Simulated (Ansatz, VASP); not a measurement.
**NbSb2: VASP beside Ansatz**

Wanted: the spread between two codes on one cell, functional and k mesh. The cell is taken from a series of runs on this material, whose earlier steps may have relaxed, scaled, displaced or heated it; both programs get it as it stands.

Program: Ansatz 0.2.0. Level of theory: plane waves, with VASP 6.6.1 beside it; relaxation of cell and atoms at BLYP with D3(BJ). Results are calculated unless marked as measured.

## (1) The structure

Symmetry: C2/m, No. 12, monoclinic system. The conventional cell has a = 10.239 Å, b = 3.632 Å, c = 8.333 Å, α = 90.00°, β = 120.07°, γ = 90.00°. Nb has 8 Sb at 2.84 to 2.97 Å nearest. Sb has 1 Sb at 2.71 Å and 3 Nb at 2.84 to 2.85 Å nearest. Nearest to Sb lie 5 Nb at 2.91 to 2.97 Å and 3 Sb at 3.25 to 3.28 Å. Farther neighbours are not listed.

As a file:

```
Nb Sb
1.0
     5.11950   -1.81595    0.00000
     5.11950    1.81595    0.00000
    -4.17531    0.00000    7.21149
Nb Sb
2 4
Direct
  0.84300 0.84300 0.30400
  0.15700 0.15700 0.69600
  0.14200 0.14200 0.02700
  0.85800 0.85800 0.97300
  0.59600 0.59600 0.39300
  0.40400 0.40400 0.60700
```

## (2) VASP: relaxation of cell and atoms, BLYP with D3(BJ)

The relaxed volume is the usual yardstick between codes: in a stiff, nearly cubic crystal its relative difference is about their pressure difference at one cell divided by the bulk modulus.

Lines of VASP's logs that name or quote its potential files are left out, and so is its time.

Input file INCAR:

```
SYSTEM = NbSb2
PREC = Accurate
ENCUT = 500
EDIFF = 1E-07
NELM = 120
ISMEAR = 0
SIGMA = 0.1
LREAL = .FALSE.
ALGO = Normal
GGA = B5
ALDAX = 1
AGGAX = 1
AGGAC = 1
ALDAC = 0
IVDW = 12
VDW_S6 = 1
VDW_S8 = 2.6996
VDW_A1 = 0.4298
VDW_A2 = 4.2359
NBANDS = 29
LASPH = .TRUE.
LORBIT = 11
LWAVE = .FALSE.
LCHARG = .FALSE.
ISIF = 3
IBRION = 2
NSW = 80
EDIFFG = -0.005
GGA_COMPAT = .FALSE.
NELMIN = 4
KPAR = 2
```

Input file POSCAR:

```
NbSb2
1.0
    5.1195000000     -1.8159500000      0.0000000000
    5.1195000000      1.8159500000      0.0000000000
   -4.1753140000      0.0000000000      7.2114940000
Nb Sb
2 4
Direct
    0.8430000346      0.8430000346      0.3039999756
    0.1570000631      0.1570000631      0.6960000244
    0.1420000276      0.1420000276      0.0269999531
    0.8580000701      0.8580000701      0.9730000469
    0.5960000312      0.5960000312      0.3929999803
    0.4040000664      0.4040000664      0.6070000197
```

Input file KPOINTS:

```
Automatic mesh
0
Gamma
10 10 4
0 0 0
```

The projector-augmented-wave data sets are Nb_sv and Sb (PBE family, release 64).

On the command line:

```console
> mpirun -np 2 vasp_std
```

Numbers of over 12 decimals in the logs are rounded to 6 here.

Log:

```text
[banner, memory and clock lines left out]
running    2 mpi-ranks, on    1 nodes
 distrk:  each k-point on    1 cores,    2 groups
 distr:  one band on    1 cores,    1 groups

 POSCAR found type information on POSCAR NbSb
 POSCAR found :  2 types and       6 ions
|                                                                             |
|               ----> ADVICE to this user running VASP <----                  |
|                                                                             |
|     You enforced a specific xc type in the INCAR file but a different       |
|     [... a line on the potential file left out ...]
|     I HOPE YOU KNOW WHAT YOU ARE DOING!                                     |
|                                                                             |

 LDA part: xc-table for (Slater(with rela. corr.)+VWN5), standard interpolation
 POSCAR, INCAR and KPOINTS ok, starting setup
 FFT: planning ... GRIDC
 FFT: planning ... GRID_SOFT
 FFT: planning ... GRID
 WAVECAR not read
 entering main loop
       N       E                     dE             d eps       ncg     rms          rms(c)
DAV:   1     0.437498896504E+03    0.43750E+03   -0.20381E+04  6906   0.139E+03
DAV:   2     0.603684778432E+01   -0.43146E+03   -0.42024E+03  8878   0.445E+02
DAV:   3    -0.290394338782E+02   -0.35076E+02   -0.34139E+02 10548   0.110E+02
DAV:   4    -0.326419497004E+02   -0.36025E+01   -0.35753E+01 11431   0.325E+01
DAV:   5    -0.327833850894E+02   -0.14144E+00   -0.14117E+00 10714   0.511E+00    0.106E+01
DAV:   6    -0.319371615025E+02    0.84622E+00   -0.76528E+00 10772   0.149E+01    0.432E+00
DAV:   7    -0.317338832625E+02    0.20328E+00   -0.16536E+00 12026   0.658E+00    0.334E+00
DAV:   8    -0.317005016421E+02    0.33382E-01   -0.21200E-01  9340   0.320E+00    0.588E-01
DAV:   9    -0.317036833175E+02   -0.31817E-02   -0.40292E-02 12724   0.911E-01    0.400E-01
DAV:  10    -0.317038590127E+02   -0.17570E-03   -0.58280E-03 10220   0.518E-01    0.710E-02
DAV:  11    -0.317039272381E+02   -0.68225E-04   -0.37142E-04 10692   0.131E-01    0.250E-02
DAV:  12    -0.317039289039E+02   -0.16658E-05   -0.61527E-05  9900   0.594E-02    0.121E-02
DAV:  13    -0.317039296041E+02   -0.70029E-06   -0.80922E-06  9247   0.178E-02    0.497E-03
DAV:  14    -0.317039296046E+02   -0.43792E-09   -0.84645E-07  9895   0.697E-03
   1 F= -.40491628E+02 E0= -.40489288E+02  d E =-.404916E+02
[... from here on, the cycles between the ionic steps are left out ...]
   2 F= -.40538456E+02 E0= -.40535860E+02  d E =-.468273E-01
   3 F= -.40539139E+02 E0= -.40536511E+02  d E =-.475111E-01
   4 F= -.40562049E+02 E0= -.40559625E+02  d E =-.229101E-01
   5 F= -.40565392E+02 E0= -.40563082E+02  d E =-.262531E-01
   6 F= -.40569058E+02 E0= -.40566692E+02  d E =-.366550E-02
   7 F= -.40570110E+02 E0= -.40567764E+02  d E =-.471798E-02
   8 F= -.40570665E+02 E0= -.40568292E+02  d E =-.554208E-03
   9 F= -.40570916E+02 E0= -.40568554E+02  d E =-.805760E-03
  10 F= -.40570988E+02 E0= -.40568634E+02  d E =-.722771E-04
 trial-energy change:   -0.000072  1 .order   -0.000078   -0.000194    0.000039
 step:   0.8059(harm=  0.8267)  dis= 0.00142  next Energy=   -40.570992 (dE=-0.759E-04)
 bond charge predicted
       N       E                     dE             d eps       ncg     rms          rms(c)
DAV:   1    -0.317463505976E+02    0.18023E-03   -0.32587E-04  6851   0.133E-01    0.938E-03
DAV:   2    -0.317463508028E+02   -0.20525E-06   -0.25846E-05  9162   0.373E-02    0.490E-03
DAV:   3    -0.317463502415E+02    0.56130E-06   -0.17394E-06  9761   0.971E-03    0.179E-03
DAV:   4    -0.317463502081E+02    0.33427E-07   -0.31749E-07  6578   0.426E-03
  11 F= -.40570992E+02 E0= -.40568636E+02  d E =-.758009E-04
 curvature:  -0.45 expect dE=-0.501E-05 dE for cont linesearch -0.457E-07
 trial: gam= 0.03811 g(F)=  0.339E-05 g(S)=  0.772E-05 ort = 0.469E-05 (trialstep = 0.954E+00)
 search vector abs. value=  0.118E-04
 reached required accuracy - stopping structural energy minimisation
```

Parts of OUTCAR (step 2):

```text
ion  position               nearest neighbor table
   1  0.843  0.843  0.304-   4 2.84   3 2.85   3 2.85   6 2.91   6 2.91   5 2.94   5 2.94   5 2.97

  LATTYP: Found a base centered monoclinic cell.
 ALAT       =    10.2390000000
 B/A-ratio  =     0.3547123743
 C/A-ratio  =     0.8138490304
 COS(beta)  =    -0.5010577089

 Subroutine GETGRP returns: Found  4 space group operations
 (whereof  4 operations were pure point group operations)

The static configuration has the point symmetry C_2h.

 Found    117 irreducible k-points:

   k-points           NKPTS =    117   k-points in BZ     NKDIM =    117   number of bands    NBANDS=     29

   dimension x,y,z NGX =    40 NGY =   40 NGZ =   64
   dimension x,y,z NGXF=    80 NGYF=   80 NGZF=  128

   ENCUT  =  500.0 eV  36.75 Ry    6.06 a.u.   9.90  9.90 15.19*2*pi/ulx,y,z

   NELECT =      46.0000    total number of electrons

 k-points in reciprocal lattice and weights: Automatic mesh
   0.00000000  0.00000000  0.00000000       0.003
   0.10000000 -0.00000000 -0.00000000       0.010
   0.20000000 -0.00000000 -0.00000000       0.010
   0.30000000  0.00000000 -0.00000000       0.010
   0.40000000  0.00000000 -0.00000000       0.010
   0.50000000  0.00000000  0.00000000       0.005
   0.10000000  0.10000000 -0.00000000       0.005
   0.20000000  0.10000000 -0.00000000       0.010
   0.30000000  0.10000000 -0.00000000       0.010
[...]
-0.40000000  0.40000000  0.50000000       0.005
   0.50000000  0.50000000  0.50000000       0.003

 Edisp (eV)   -8.82446

 average (electrostatic) potential at core
       1 -78.4545       2 -78.4545       3 -82.3499       4 -82.3499       5 -82.1287
       6 -82.1287

 E-fermi :  10.5473

 k-point     1 :       0.0000    0.0000    0.0000
  band No.  band energies     occupation
    ...
     19       9.0038      2.00000
     20       9.1404      2.00000
     21       9.6086      2.00000
     22       9.7513      2.00000
     23      10.3387      1.99682
     24      11.0567      0.00000
     25      11.9159      0.00000
     26      12.7626      0.00000
     27      12.8677      0.00000
     28      13.3398      0.00000
    ...

 k-point     2 :       0.1000   -0.0000   -0.0000
  band No.  band energies     occupation
    ...
     19       8.9707      2.00000
     20       9.0893      2.00000
     21       9.3268      2.00000
     22       9.5503      2.00000
     23      10.3173      1.99886
     24      11.2334      0.00000
     25      12.1185      0.00000
     26      12.3863      0.00000
     27      12.5728      0.00000
     28      13.0492      0.00000
    ...

 k-point     3 :       0.2000   -0.0000   -0.0000
  band No.  band energies     occupation
    ...
     19       8.6166      2.00000
     20       8.9234      2.00000
     21       9.1674      2.00000
     22       9.4337      2.00000
     23      10.0635      2.00000
     24      11.5035      0.00000
     25      11.6461      0.00000
     26      12.2757      0.00000
     27      12.5273      0.00000
     28      12.7758      0.00000
    ...

 Edisp (eV)   -8.82464

  Total       0.00276    -0.01849     0.00342     0.00000     0.00000     0.01731
  in kB       0.03317    -0.22193     0.04110     0.00000     0.00000     0.20778
  external pressure =       -0.05 kB  Pullay stress =        0.00 kB

  energy-cutoff  :      500.00
  volume of cell :      133.47
      direct lattice vectors                 reciprocal lattice vectors
     5.118648294 -1.816069000  0.004424405     0.097633016 -0.275319936  0.056714631
     5.118648294  1.816069000  0.004424405     0.097633016  0.275319936  0.056714631
    -4.168251276  0.000000000  7.175554824    -0.000120400  0.000000000  0.139292106

 POSITION                                       TOTAL-FORCE (eV/Angst)
 -----------------------------------------------------------------------------------
      7.38548      0.00000      2.23235         0.000811      0.000000     -0.001426
     -1.31644      0.00000      4.95205        -0.000811      0.000000      0.001426
      1.36218      0.00000      0.25882        -0.003217      0.000000      0.002107
      4.70686      0.00000      6.92558         0.003217      0.000000     -0.002107
      4.47844      0.00000      2.76846        -0.004019      0.000000      0.001234
      1.59060      0.00000      4.41594         0.004019      0.000000     -0.001234
 -----------------------------------------------------------------------------------
    total drift:                               -0.002288     -0.000000      0.000036

  FREE ENERGIE OF THE ION-ELECTRON SYSTEM (eV)
  ---------------------------------------------------
  free  energy   TOTEN  =       -40.5709919687 eV

  energy  without entropy=      -40.5662806055  energy(sigma->0) =      -40.56863629

 reached required accuracy - stopping structural energy minimisation

 total charge
# of ion       s       p       d       tot
------------------------------------------
    1        2.146   5.991   2.569  10.706
    2        2.146   5.991   2.569  10.706
    3        1.168   1.323   0.058   2.549
    4        1.168   1.323   0.058   2.549
    5        1.158   1.325   0.049   2.532
    6        1.158   1.325   0.049   2.532
--------------------------------------------------
tot          8.945  17.277   5.352  31.574

[... 3 further parts left out ...]
```

(Continued in part 2 of 2.)

[Lines on the potential files, build, host, timing and source positions are cut from VASP's logs without a mark.]

[Logs are printed without paths, hosts, clocks, repeated set-up lines and the standing remarks that a program may print on its own settings, such as how far it seeks lower states.]

[Hosts, paths, dates, database ids (printed as entryN), source tags and the programs' standing remarks are cut or masked in the printed files.]
